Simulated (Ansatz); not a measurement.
SnO₂: do energies and stresses tell the same story?

All numbers below come from DFT PBE, scalar-relativistic, plane waves, PAW in Ansatz.

Plane waves to 420 eV, a k mesh through Γ of 10×10×10 on the computed 6-atom cell and Gaussian smearing (0.02 eV); no spin polarisation.

Relaxed cell: I4_1/amd, a = 4.052 Å, b = 4.052 Å, c = 10.363 Å, α = 90.00°, β = 90.00°, γ = 90.00°, 6 atoms in the primitive cell. This form isn't the usual stable structure of the compound.

Energies at zero smearing and pressures from the stress tensor, at volumes with shape and atoms relaxed:
```
V (Å³/atom) E − E(first) (meV/atom) P (GPa)
     12.479                     0.00    22.37
     12.904                   -50.46    15.74
     13.330                   -84.16     9.79
     13.755                  -103.00     4.55
     14.181                  -108.88     0.02
     14.606                  -103.69    -3.81
     15.031                   -89.20    -7.02
     15.599                   -58.09   -10.43
```

**Question.** Check P = −dE/dV between neighbouring volumes, and get the bulk modulus from the pressures alone.

**Answer.** With 1 eV/Å³ = 160.2 GPa:
| middle V (Å³/atom) | −ΔE/ΔV (GPa) | mean P (GPa) |
| --- | --- | --- |
| 12.692 | 19.003 | 19.056 |
| 13.117 | 12.694 | 12.768 |
| 13.542 | 7.094 | 7.169 |
| 13.968 | 2.215 | 2.283 |
| 14.393 | -1.956 | -1.896 |
| 14.819 | -5.455 | -5.416 |
| 15.315 | -8.788 | -8.724 |

The two differ by 0.08 GPa at most. The mean of two end pressures misses the average over a step by about ΔV² P″/12, up to 0.07 GPa here; with that taken off 0.02 GPa remains. Around V = 14.181 Å³/atom, the two neighbours give B = −V ΔP/ΔV = 14.181 × 8.36 / 0.851 = 139.3 GPa, against B0 = 136.3 GPa from the Birch–Murnaghan fit of the energies.